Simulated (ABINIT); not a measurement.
# Si (P6_422) in ABINIT: further runs, part 2 of 2

ABINIT 10.8.3 (patched build). Earlier steps stand in the parts before.

### 4 One-shot levels of the hybrid PBE0-1/3, LDA

Input file run.abi:

```
# Datasets
ndtset 3

# Pseudopotentials
pp_dirpath "./"
pseudos "Si.upf"

# Structure
structure "poscar:POSCAR"
natom 3

# Plane-wave basis
ecut 14.0

# k points
kptopt 1
ngkpt 5 5 4
nshiftk 1
shiftk 0.0 0.0 0.0
istwfk *1

# Exchange and correlation
ixc 7

# Bands and occupations
occopt 1

# SCF cycle
nstep 80
diemac 6.0

# Output
iomode 3
prteig 0
prtebands 0

# Dataset 1: ground state
nband1 6
tolvrs1 1.0e-12
prtden1 1
prtwf1 0

# Dataset 2: empty bands at fixed density
iscf2 -2
getden2 1
nband2 18
nbdbuf2 4
tolwfr2 1.0e-12
nstep2 120
prtden2 0

# Dataset 3: self-energy
optdriver3 4
getwfk3 2
nband3 14
ecutsigx3 14.0
ecutwfn3 14.0
symsigma3 1
gwcalctyp3 15
ixc_sigma3 42
getden3 1
fftgw3 01
gw_qprange3 -10
```

Input file POSCAR:

```
Si
1.0
    3.9057500000      0.0000000000      0.0000000000
   -1.9528700000      3.3824800000      0.0000000000
    0.0000000000      0.0000000000      4.1166600000
Si
3
Direct
    0.0000000000      0.5000000000      0.3333300000  Si
    0.5000000000      0.5000000000      0.6666700000  Si
    0.5000000000      0.0000000000      0.0000000000  Si
```

Potentials or basis: PseudoDojo NC SR LDA v0.4.1 standard.

Started as:

```sh
$ abinit run.abi > log 2>&1
```

run.abo:

```text
.Version 10.8.3 of ABINIT
 DATASET    1 : space group P6_4 2 2 (#181); Bravais hP (primitive hexag.)
================================================================================
 Values of the parameters that define the memory need for DATASET  1.
     intxc =       0    ionmov =       0      iscf =       7    lmnmax =       6
     lnmax =       6     mgfft =      30  mpssoang =       3    mqgrid =    3001
     natom =       3  nloc_mem =       1    nspden =       1   nspinor =       1
    nsppol =       1      nsym =      12    n1xccc =    2501    ntypat =       1
    occopt =       1   xclevel =       1
       mpw =         928          nfft =       21870          nkpt =          15
================================================================================
================================================================================
[... 13 lines left out ...]
 DATASET    3 : space group P6_4 2 2 (#181); Bravais hP (primitive hexag.)
================================================================================
 Values of the parameters that define the memory need for DATASET  3.
     intxc =       0    ionmov =       0      iscf =       7    lmnmax =       6
     lnmax =       6     mgfft =      30  mpssoang =       3    mqgrid =    3001
     natom =       3  nloc_mem =       1    nspden =       1   nspinor =       1
    nsppol =       1      nsym =      12    n1xccc =    2501    ntypat =       1
    occopt =       1   xclevel =       2
       mpw =         928          nfft =       21870          nkpt =          15
================================================================================
================================================================================

--------------------------------------------------------------------------------
------------- Echo of variables that govern the present computation ------------
--------------------------------------------------------------------------------
 -outvars: echo values of preprocessed input variables --------
            acell      7.3807965008E+00  7.3807965008E+00  7.7793599535E+00 Bohr
              amu      2.80855000E+01
           diemac      6.00000000E+00
             ecut      1.40000000E+01 Hartree
         ecutsigx1     0.00000000E+00 Hartree
         ecutsigx2     0.00000000E+00 Hartree
         ecutsigx3     1.40000000E+01 Hartree
          ecutwfn1     0.00000000E+00 Hartree
          ecutwfn2     0.00000000E+00 Hartree
          ecutwfn3     1.40000000E+01 Hartree
            fftgw1         21
            fftgw2         21
            fftgw3          1
           getden1          0
           getden2          1
           getden3          1
           getwfk1          0
           getwfk2          0
           getwfk3          2
        gwcalctyp1          0
        gwcalctyp2          0
        gwcalctyp3         15
       gw_qprange1          0
       gw_qprange2          0
       gw_qprange3        -10
             iscf1          7
             iscf2         -2
             iscf3          7
              ixc           7
        ixc_sigma1          1
        ixc_sigma2          1
        ixc_sigma3         42
           jdtset        1    2    3
                       outvar_i_n : Printing only first  50 k-points.
[... 400 lines left out ...]

  Number of electrons    =   12.0000

  QP Band energy    [Ha] =  2.51485114955798E-01
  QP Hartree energy [Ha] =  4.99763334027214E-01

--------------------------------------------------------------------------------
 SIGMA fundamental parameters:
 Hartree-Fock
 number of plane-waves for SigmaX                  925
 number of plane-waves for SigmaC and W              1
 number of plane-waves for wavefunctions           925
 number of bands                                    14
 number of independent spin polarizations            1
 number of spinorial components                      1
 number of k-points in IBZ                          15
 number of q-points in IBZ                          15
 number of symmetry operations                      12
 number of k-points in BZ                          100
 number of q-points in BZ                          100
 number of frequencies for dSigma/dE                 1
 frequency step for dSigma/dE [eV]                0.00
 number of omega for Sigma on real axis              0
 max omega for Sigma on real axis  [eV]           0.00
 zcut for avoiding poles [eV]                     0.10

 matrix elements of self-energy operator (all in [eV])

 Self-Consistent on Energies only

--- !SelfEnergy_ee
iteration_state: {dtset: 3, }
kpoint     : [   0.000,    0.000,    0.000, ]
spin       : 1
KS_gap     :    1.570
QP_gap     :    3.310
Delta_QP_KS:    1.740
data: !SigmaeeData |
     Band     E_DFT   <VxcDFT>   E(N-1)  <Hhartree>   SigX  SigC[E(N-1)]    Z     dSigC/dE  Sig[E(N)]  DeltaE  E(N)_pert E(N)_diago
        1    -6.808   -10.489    -6.808    -3.768    -5.903     0.000     1.000     0.000    -5.903    -2.863    -9.672    -9.672
        2     0.908   -10.900     0.908     4.099    -4.804     0.000     1.000     0.000    -4.804    -1.613    -0.705    -0.705
        3     0.908   -10.900     0.908     4.099    -4.804     0.000     1.000     0.000    -4.804    -1.613    -0.705    -0.705
        4     2.728   -11.133     2.728     5.994    -4.602     0.000     1.000     0.000    -4.602    -1.336     1.392     1.392
        5     5.315   -10.628     5.315     8.419    -4.023     0.000     1.000     0.000    -4.023    -0.920     4.396     4.396
        6     5.315   -10.628     5.315     8.419    -4.023     0.000     1.000     0.000    -4.023    -0.920     4.396     4.396
        7     6.885    -9.946     6.885     9.719    -2.013     0.000     1.000     0.000    -2.013     0.820     7.706     7.706
[... 344 lines left out ...]
        2    -1.870   -10.857    -1.870     1.304    -5.277     0.000     1.000     0.000    -5.277    -2.103    -3.973    -3.973
        3    -1.602   -10.677    -1.602     1.501    -5.137     0.000     1.000     0.000    -5.137    -2.033    -3.636    -3.636
        4     0.229   -10.226     0.229     3.169    -4.625     0.000     1.000     0.000    -4.625    -1.685    -1.456    -1.456
        5     2.081   -10.021     2.081     4.965    -4.246     0.000     1.000     0.000    -4.246    -1.362     0.719     0.719
        6     2.637    -9.955     2.637     5.494    -4.116     0.000     1.000     0.000    -4.116    -1.258     1.379     1.379
        7     8.695   -10.367     8.695    11.692    -1.994     0.000     1.000     0.000    -1.994     1.003     9.698     9.698
        8     8.875   -10.186     8.875    11.811    -1.941     0.000     1.000     0.000    -1.941     0.995     9.870     9.870
        9    11.996   -10.632    11.996    15.089    -1.654     0.000     1.000     0.000    -1.654     1.439    13.435    13.435
       10    12.214   -10.680    12.214    15.328    -1.730     0.000     1.000     0.000    -1.730     1.384    13.598    13.598
       11    12.745   -10.581    12.745    15.818    -1.506     0.000     1.000     0.000    -1.506     1.568    14.313    14.313
       12    13.035   -10.635    13.035    16.131    -1.535     0.000     1.000     0.000    -1.535     1.560    14.595    14.595
       13    15.285   -10.471    15.285    18.311    -1.364     0.000     1.000     0.000    -1.364     1.662    16.947    16.947
       14    16.100   -10.260    16.100    19.050    -1.247     0.000     1.000     0.000    -1.247     1.703    17.803    17.803
...

 New Fermi energy :        2.251312E-01 Ha ,    6.126132E+00 eV
 New Exchange energy :    -1.046404E+00 Ha ,   -2.847410E+01 eV

 === QP Band Gaps ===
  >>>> For spin  1
   Minimum direct gap =   3.0041 [eV], located at k-point      :   0.0000  0.0000  0.5000
   Fundamental gap    =   1.3621 [eV], Top of valence bands at :   0.0000  0.0000  0.5000
                                       Bottom of conduction at :   0.4000  0.0000  0.5000

 writing QP data on file : runo_DS3_QPS

 Convergence of QP corrections
 >>>>> For spin  1 <<<<<

== END DATASET(S) ==============================================================
================================================================================

 -outvars: echo values of variables after computation  --------
            acell      7.3807965008E+00  7.3807965008E+00  7.7793599535E+00 Bohr
           etotal1    -1.2768264243E+01
           etotal3     0.0000000000E+00
            fcart1    -0.0000000000E+00 -0.0000000000E+00 -0.0000000000E+00
                      -0.0000000000E+00 -0.0000000000E+00 -0.0000000000E+00
                      -0.0000000000E+00 -0.0000000000E+00 -0.0000000000E+00
            fcart3     0.0000000000E+00  0.0000000000E+00  0.0000000000E+00
                       0.0000000000E+00  0.0000000000E+00  0.0000000000E+00
                       0.0000000000E+00  0.0000000000E+00  0.0000000000E+00
            rprim      1.0000000000E+00  0.0000000000E+00  0.0000000000E+00
                      -5.0000000000E-01  8.6602540378E-01  0.0000000000E+00
                       0.0000000000E+00  0.0000000000E+00  1.0000000000E+00
           strten1     1.3933300702E-04  1.3933300702E-04  1.5363807435E-04
                       0.0000000000E+00  0.0000000000E+00  0.0000000000E+00
           strten3     0.0000000000E+00  0.0000000000E+00  0.0000000000E+00
                       0.0000000000E+00  0.0000000000E+00  0.0000000000E+00
           xangst     -9.7643732597E-01  1.6912390590E+00  1.3722200000E+00
                       9.7643732597E-01  1.6912390590E+00  2.7444400000E+00
                       1.9528746519E+00 -1.5960533536E-16  9.5217180507E-17
             xred     -6.4719823951E-18  5.0000000000E-01  3.3333333333E-01
                       5.0000000000E-01  5.0000000000E-01  6.6666666667E-01
                       5.0000000000E-01 -4.7185918074E-17  2.3129716932E-17
 Calculation completed.
```

Run time: 13 s. Hardware: 1 thread of Intel Xeon 6975P-C (Granite Rapids), shared host; peak memory 0.15 GiB.

What came out:

```yaml
Band_gap_on_the_k_mesh: none (metal or under the smearing width)
Band_gap_of_the_one-shot_hybrid: 1.36 eV
Direct_band_gap_of_the_one-shot_hybrid: 3.00 eV
```

Caveat: the k mesh is coarse (spacing up to 0.38 Å⁻¹), so the values aren't converged.

### 5 The runs side by side

```csv
task,potentials or basis,k mesh,cutoff (eV),stop of the response cycle (tolvrs),acoustic sum rule (asr),model dielectric constant (diemac),pulay history (npulayit),scissor shift (eV),other keys,pressure (GPa)
dielectric tensor,PseudoDojo NC SR LDA v0.4 stringent,"4 × 4 × 4, shifted",327,1e-10,1,-,-,-,-,-3.9
optical spectrum by the Bethe-Salpeter equation,PseudoDojo NC SR LDA v0.4 stringent,"5 × 5 × 4, shifted",327,-,-,2,20,0,diemac = 2; npulayit = 20,-4.3
one-shot levels of the hybrid PBE0-1/3,PseudoDojo NC SR LDA v0.4.1 standard,5 × 5 × 4,381,-,-,-,-,-,-,-
```

Alike in all rows: level LDA; no spin polarisation; cell as given; smearing fixed; the mesh is coarse, so values aren't converged.

Caveats: all runs use coarse meshes; the cutoff is short for stress, so the pressure is rough (some runs); the cell is more than 3 GPa from zero pressure, which shifts response properties (some runs); spectra need much finer meshes, so this one isn't converged (some runs).

Total energies depend on the potentials used, so only differences within one code and one set of settings carry meaning.
